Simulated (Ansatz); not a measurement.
Space group F-43m (No. 216). a = 6.509 Å, b = 6.509 Å, c = 6.509 Å, α = 90.00°, β = 90.00°, γ = 90.00°
```tsv
atom	site	symmetry	x	y	z
Hg	4a	-43m	0.0000	0.0000	0.0000
Te	4d	-43m	0.2500	0.2500	0.7500
```

Equation of state of this HgTe structure (not necessarily the ground state), with shape and atoms relaxed at each volume where symmetry leaves them free. It has no gap at any of these volumes. The calculation used DFT PBEsol, scalar-relativistic, plane waves, PAW in Ansatz 0.2.0.

Cutoff 420 eV; k points 12×12×12 on the computed 2-atom cell (Γ-centred); Gaussian smearing, width 0.10 eV; no spin polarisation.

| V (Å³/atom) | E − E(largest V) (meV/atom) | P (GPa) |
| --- | --- | --- |
| 32.409 | 4.04 | 3.06 |
| 33.443 | -10.14 | 1.39 |
| 34.478 | -14.47 | 0.00 |
| 35.512 | -10.63 | -1.15 |
| 36.546 | 0.00 | -2.11 |

Fit a third-order Birch–Murnaghan equation to E(V).

V0 = 34.48 Å³/atom, B0 = 42 GPa, B0' = 5.2.

Spin-orbit coupling is left out, which matters for the bands of heavy elements.